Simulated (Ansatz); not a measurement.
# Cu: the cost of one run

Method: DFT PBE, scalar-relativistic, plane waves, PAW, in Ansatz 0.2.0.

3 further runs of the same task are left out: 2 that didn't finish, 1 set aside as unsound or not needed. Runs told in other sessions of the task aren't counted.

### 1 Starting point

The structure is cubic, space group Fm-3m (No. 225). Conventional cell: a = 3.615 Å, b = 3.615 Å, c = 3.615 Å, α = 90.00°, β = 90.00°, γ = 90.00°. Around Cu (site symmetry m-3m) lie 12 Cu at 2.56 Å.

Structure file:

```cif
data_structure
_symmetry_space_group_name_H-M 'P 1'
_symmetry_Int_Tables_number 1
_cell_length_a 5.1124
_cell_length_b 5.1124
_cell_length_c 5.1124
_cell_angle_alpha 60.000
_cell_angle_beta 60.000
_cell_angle_gamma 60.000
_cell_volume 94.48
loop_
_atom_site_label
_atom_site_type_symbol
_atom_site_fract_x
_atom_site_fract_y
_atom_site_fract_z
_atom_site_occupancy
Cu1 Cu 0.00000 0.00000 0.00000 1
Cu2 Cu 0.50000 0.00000 0.00000 1
Cu3 Cu 0.00000 0.50000 0.00000 1
Cu4 Cu 0.00000 0.00000 0.50000 1
Cu5 Cu 0.50000 0.50000 0.00000 1
Cu6 Cu 0.50000 0.00000 0.50000 1
Cu7 Cu 0.00000 0.50000 0.50000 1
Cu8 Cu 0.50000 0.50000 0.50000 1
```

No relaxation comes first: the listed cell is the starting point.

### 2 The reference cell

The cell is repeated 8 times, 8 atoms in all. Reference values: F = -53001.4074 eV; pressure 1.79 GPa; largest force 0.000 eV/Å; gap on the mesh none (metal). It was computed beforehand with the settings of the runs below.

### 3 Next: a one-atom displacement scan

Atom 1 (Cu) is moved by x along the Cartesian unit vector (1.000, 0.000, 0.000); the cell and all other atoms stay fixed. Forces below are components along that vector, summed over the moved atoms. In a periodic cell its images move with it.

### 4 At x = -0.600 Å

Input file input.yaml:

```yaml
crystal:
  lattice:
    - [-3.615, 3.615, 0.0]
    - [-3.615, 0.0, 3.615]
    - [0.0, 3.615, 3.615]
  atoms:
    - { symbol: Cu, position: [0.0829875519, 0.0829875519, -0.0829875519] }
    - { symbol: Cu, position: [0.5, 0.0, 0.0] }
    - { symbol: Cu, position: [0.0, 0.5, 0.0] }
    - { symbol: Cu, position: [0.0, 0.0, 0.5] }
    - { symbol: Cu, position: [0.5, 0.5, 0.0] }
    - { symbol: Cu, position: [0.5, 0.0, 0.5] }
    - { symbol: Cu, position: [0.0, 0.5, 0.5] }
    - { symbol: Cu, position: [0.5, 0.5, 0.5] }
basis:
  ecutwfc: 420
kpoints:
  mp_grid: { grid: [12, 12, 12] }
hamiltonian:
  xc: pbe
scf:
  occupations: { method: gaussian, width: 0.15 }
output:
  forces: true
  stress: true
  eigenvalues: true
  write_density: true
  write_potential: true
  elf: true
  volumetric_format: npy
```

Run with:

```bash
> ansatz run input.yaml --threads 2 --pin off --max-ram 5120MiB --backend cpu --events-out ev --progress --plain --runs-dir out
```

**Question.** How long does this run take on 2 threads of Intel Xeon Platinum 8375C at 2.90GHz (Ice Lake), shared host, and how much memory does it need?

About 90 s, with a peak of 1.2 GiB.
